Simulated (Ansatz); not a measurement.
# Si2Mo under changes of volume

One of the cells (13.416 Å³/atom); the others are scaled copies at fixed shape and fractional positions:

```
CELL_PARAMETERS angstrom
-1.60000 1.60000 3.93050
1.60000 -1.60000 3.93050
1.60000 1.60000 -3.93050
ATOMIC_POSITIONS crystal
Mo 0.00000 0.00000 0.00000
Si 0.66700 0.66700 0.00000
Si 0.33300 0.33300 0.00000
```

| Property | Result |
| --- | --- |
| Program | Ansatz 0.2.0 |
| Functional | PBE |
| Potentials or basis | all-electron LAPW, scalar-relativistic |
| Cutoff | 223 eV (chosen from the basis error) |
| Basis error allowed | 0.001 eV/atom |
| k mesh | 12 × 12 × 12 |
| Occupations | fermi-dirac, width 0.05 eV |
| Spin | no spin polarisation |

```csv
volume (Å³/atom),energy over the lowest point (meV/atom),pressure (GPa),largest force (eV/Å)
12.611,48.27,17.7,0.176
12.879,23.51,12.0,0.212
13.148,?,?,?
13.416,0.25,2.3,0.279
13.684,0.00,-1.9,0.309
13.953,6.31,-5.6,0.337
14.221,18.51,-8.9,0.364
```

Task: What does the run at 13.148 Å³/atom give?

Result: Energy over the lowest point 7.82 meV/atom; pressure 6.9 GPa; largest force 0.246 eV/Å.

Worked out: A Birch-Murnaghan fit of order 3 (a polynomial in V^(-2/3)) to the other rows has its minimum at 13.56 Å³/atom with B0 = V·E''(V) = 208 GPa and B' = 4.5 at fixed shape and positions, which overstates the stiffness. It gives 7.78 meV/atom at 13.148 Å³/atom, against the run's 7.82, and -dE/dV = 6.8 GPa, against 6.9.

Energies are extrapolated to zero smearing.

The runs don't all hold the same shells in valence.
